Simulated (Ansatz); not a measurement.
Working through cell relaxations under several functionals of Si, space group P6_3/mmc

Computed with the Python package of Ansatz (0.2.0).

Run as a notebook:

**Cell 1**
```python
import ansatz as az
import numpy as np
```

**Cell 2**
```python
def edges_and_angles(cell):
    cell = np.asarray(cell)
    a, b, c = np.linalg.norm(cell, axis=1)
    cosines = cell[1] @ cell[2] / (b * c), cell[0] @ cell[2] / (a * c), cell[0] @ cell[1] / (a * b)
    return (a, b, c, *np.degrees(np.arccos(cosines)))
```

**Cell 3**
```python
lattice = az.Lattice.of(
    (2.444, 0.0, 0.0),
    (-1.222, 2.116566, 0.0),
    (0.0, 0.0, 4.152),
)
sites = [
    ("Si", (1 / 3, 2 / 3, 0.25)),
    ("Si", (2 / 3, 1 / 3, 0.75)),
]
system = az.Crystal(lattice=lattice)
for symbol, position in sites:
    system = system.atom(symbol, position)

len(system.resolved().sites)
```
Output:
```text
2
```

**Cell 4**
```python
base = (
    system.calculation()
    .occupations("fermi_dirac")
    .kpoints(13, 13, 7)
    .basis(550)
    .relax(cell=True, force_tolerance=0.02, max_steps=100)
)
```

**Cell 5**
```python
levels = [("r2scan", "rvv10"), ("revpbe", "d3bj"), ("r2scan", "none"), ("pbe", "none")]
print("level            a       b       c    alpha   beta  gamma  V/atom  steps")
for name, dispersion in levels:
    seen = []
    run = base.functional(name, dispersion=dispersion).session().plan()
    result = run.execute(on_event=lambda e: seen.append(e) if e["event"] == "relax_step" else None)
    cell = result.lattice.cell_ang
    label = name if dispersion == "none" else f"{name}+{dispersion}"
    print("{:13s} {:7.4f} {:7.4f} {:7.4f} {:6.2f} {:6.2f} {:6.2f}".format(label, *edges_and_angles(cell)), f"{abs(np.linalg.det(cell)) / len(result.lattice.sites):7.3f} {len(seen):5d}")
```
Output:
```text
level            a       b       c    alpha   beta  gamma  V/atom  steps
r2scan+rvv10   2.6223  2.6223  4.5859  90.00  90.00 120.00  13.655     9
revpbe+d3bj    2.6115  2.6115  4.3950  90.00  90.00 120.00  12.979     9
r2scan         2.6255  2.6255  4.5978  90.00  90.00 120.00  13.724     9
pbe            2.7006  2.7006  4.5547  90.00  90.00 120.00  14.384     9
```

From smallest to largest: revPBE+D3BJ (12.98 Å³ an atom, +20.9 % against the start), r2SCAN+RVV10 (13.65 Å³ an atom, +27.2 % against the start), r2SCAN (13.72 Å³ an atom, +27.8 % against the start) and PBE (14.38 Å³ an atom, +33.9 % against the start). The spread is 10.8 % in volume.

Forces vanish by symmetry, so the ions can't move, and the end may be a saddle. Dispersion corrections can be off by several per cent in the lattices of metals, and by several GPa in the pressure at a fixed cell. For a metal this k-point mesh is coarse: on a finer one energies can move by several to tens of meV an atom and pressures by half a GPa or more, differences at one mesh by less. A cell that swells this much on relaxing started as a compressed, perhaps high-pressure structure. This isn't the structure that Si takes at ambient conditions. Finished in 69 s on 1 thread of Arm Neoverse V2, on a shared host, peak memory 0.42 GiB.
